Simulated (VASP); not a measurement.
**CClH3: single point with optB86b-vdW**

The system is CClH3, in a box.

```
C Cl H
1.0
    12.76707    0.00000    0.00000
     0.00000   13.26707    0.00000
     0.00000    0.00000   13.76707
C Cl H
1 1 3
Direct
  0.49704 0.51348 0.49492
  0.53195 0.39889 0.55482
  0.55523 0.57099 0.51352
  0.41913 0.53623 0.51997
  0.49649 0.49980 0.41647
```

| Item | Value |
| --- | --- |
| Program | VASP 6.6.1 |
| Task | single point |
| Functional | optB86b-vdW |
| Potentials or basis | VASP PAW PBE potentials, release 64 (C, Cl, H) |
| Cutoff | 400 eV |
| k mesh | 1 × 1 × 1 |
| Occupations | gaussian, width 0.01 eV |
| Spin | no spin polarisation |

```json
{
 "Largest force": "0.044 eV/Å",
 "Gap between the frontier levels": "6.07 eV"
}
```

Forces on the atoms (eV/Å):
```
C    0.006 -0.021  0.011
Cl   0.011 -0.037  0.021
H    0.018  0.033  0.001
H   -0.032  0.019  0.004
H   -0.003  0.006 -0.037
```

Levels at points of the mesh, in eV from the valence-band top:
```
           k point  band 4  band 5  band 6  band 7  band 8  band 9  band 10  band 11
(0.00, 0.00, 0.00)   -3.89   -3.18    0.00    0.00    6.07    6.46     7.18     7.24
```

It took 4.5 min on 4 MPI ranks on Intel(R) Xeon(R) 6975P-C (Granite Rapids), on a shared host, peak memory 1.2 GiB a rank.

Caveat: the PAW data sets were made with another functional, which shifts forces and pressure a little.
